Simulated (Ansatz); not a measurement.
**CuCl2: relaxation of cell and atoms with r2SCAN+U**

The system is CuCl2.

```
Cu Cl
1.0
    -2.25486    2.25486    6.85990
     2.25486   -2.25486    6.85990
     2.25486    2.25486   -6.85990
Cu Cl
1 2
Cartesian
  0.0000 0.0000 0.0000
  2.2549 0.0000 0.0000
  0.0000 2.2549 0.0000
```

Measurements of this composition are mostly on another form, of space group No. 12.

```yaml
Program: Ansatz 0.2.0
Task: relaxation of cell and atoms
Functional: r2SCAN
Potentials_or_basis: Ansatz PAW
Cutoff: "500 eV (not typed: the program's choice for these potentials)"
k_mesh: 8 × 8 × 8
Occupations: fermi-dirac, width 0.05 eV
Spin: no spin polarisation
Hubbard_terms: Cu d U = 3 eV
Hubbard_projectors: ortho-atomic (the default)
Double_counting: fll (the default)
```

* Relaxed volume: 25.73 Å³/atom
* Relaxed cell: a = 4.963 Å, b = 4.963 Å, c = 4.963 Å, α = 126.03°, β = 126.03°, γ = 79.84°
* Space group after relaxing (to 0.05 Å): I4/mmm (No. 139)
* Energy gained by relaxing: 25.2 meV/atom
* Ionic steps: 15
* Pressure after relaxing: 0.0 GPa
* Band gap on the k mesh: none (metal or under the smearing width)

The path:
| step | energy change (eV) | largest force (eV/Å) | volume (Å³) |
| --- | --- | --- | --- |
| 1 | 0.0000 | 0.0000 | 139.51 |
| 2 | -0.0002 | 0.0000 | 139.23 |
| 3 | -0.0003 | 0.0000 | 138.87 |
| 4 | -0.0004 | 0.0000 | 138.82 |
| 5 | -0.0015 | 0.0000 | 131.93 |
| 6 | -0.0030 | 0.0000 | 125.13 |
| 7 | -0.0053 | 0.0000 | 118.42 |
| 8 | -0.0092 | 0.0000 | 111.69 |
| 9 | -0.0157 | 0.0000 | 104.95 |
| 10 | -0.0264 | 0.0000 | 98.06 |
| 11 | -0.0424 | 0.0000 | 91.23 |
| 12 | -0.0627 | 0.0000 | 84.42 |
| 13 | -0.0776 | 0.0000 | 77.62 |
| 14 | -0.0778 | 0.0000 | 77.19 |
| 15 | -0.0757 | 0.0000 | 77.19 |

Final structure:
```xyz
3
Lattice="-2.2517 2.2517 3.8061 2.2517 -2.2517 3.8061 2.2517 2.2517 -3.8061" Properties=species:S:1:pos:R:3 pbc="T T T"
Cu    0.0000    0.0000    0.0000
Cl    2.2517    0.0000    0.0000
Cl    0.0000    2.2517    0.0000
```

Levels at points of the mesh, in eV from the Fermi level:
| k point | band 13 | band 14 | band 15 | band 16 | band 17 | band 18 | band 19 | band 20 | band 21 |
| --- | --- | --- | --- | --- | --- | --- | --- | --- | --- |
| (0.00, 0.00, 0.00) | -1.91 | -1.65 | -1.40 | -0.70 | -0.70 | 3.91 | 7.35 | 9.73 | 9.76 |
| (0.00, 0.00, -0.50) | -1.40 | -0.95 | -0.33 | 0.24 | 2.04 | 5.59 | 8.83 | 9.42 | 9.82 |
| (0.00, -0.50, 0.00) | -1.82 | -1.60 | -0.76 | -0.73 | -0.59 | 7.19 | 7.42 | 10.36 | 10.80 |
| (-0.50, -0.50, -0.50) | -2.23 | -1.91 | -0.64 | -0.64 | -0.57 | 4.09 | 8.47 | 9.46 | 11.42 |

Eigenvalues of the final occupation matrices:
```
  site  spin  trace               eigenvalues
site 1     1   4.81  0.83 0.99 1.00 1.00 1.00
```

Wall time 8.2 min on 2 threads of AMD EPYC 7R43 64-Core Processor (Zen 3), on a shared host, peak memory 1 GiB.

Caveat: the volume moved by over 15 % at a fixed basis, so the end points are rough; the plane-wave basis is chosen anew once the cell has moved, so the energies of steps on either side of that aren't comparable; an odd number of electrons without spin polarisation forces a metal; a magnetic or distorted state may lie lower; the run has no spin polarisation, though such a crystal can be magnetic; U without spin polarisation on a metal has little footing; the PAW data sets come from PBE, with cores solved anew for the run's functional, which leaves a small shift of forces and pressure.
